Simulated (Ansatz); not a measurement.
**Tl (P6_3/mmc), one atom moved over a plane**

Computed with DFT PBE, scalar-relativistic, plane waves, PAW (Ansatz). Settings: plane waves to 420 eV, k-mesh 18×18×10 (Γ-centred), Gaussian smearing 0.15 eV. Spin–orbit coupling is left out, which can shift energies with elements as heavy as these. No spin polarisation. Energies are free energies at this smearing, counted from the undisturbed cell; pressure is positive in compression.

Reference structure (as given, not relaxed at this level; it stands at 3.2 GPa):

```
Tl
1.0
     3.45600    0.00000    0.00000
    -1.72800    2.99298    0.00000
     0.00000    0.00000    5.52500
Tl
2
Direct
  0.33333 0.66667 0.25000
  0.66667 0.33333 0.75000
```

Atom 1 (Tl) is moved by p along (1.000, 0.000, 0.000) and q along (0.000, 0.000, 1.000) (Å), all else fixed. Points are written (p, q).

p was sampled at -0.300, -0.150, 0.000, 0.150, 0.300 and q at -0.300, -0.150, 0.000, 0.150, 0.300.

Where on the computed points is the energy highest, and how high?

At (-0.300, -0.300), (-0.300, 0.300), (0.300, -0.300), (0.300, 0.300): 0.17 eV/cell.

Away from (0, 0), which computed point is lowest?

(-0.150, 0.000), (0.150, 0.000): 0.00 eV/cell.

The map, in eV/cell:

```csv
p \ q,-0.300,-0.150,0.000,0.150,0.300
-0.300,0.17,0.06,0.02,0.06,0.17
-0.150,0.15,0.04,0.00,0.04,0.15
0.000,0.15,0.04,0.00,0.04,0.15
0.150,0.15,0.04,0.00,0.04,0.15
0.300,0.17,0.06,0.02,0.06,0.17
```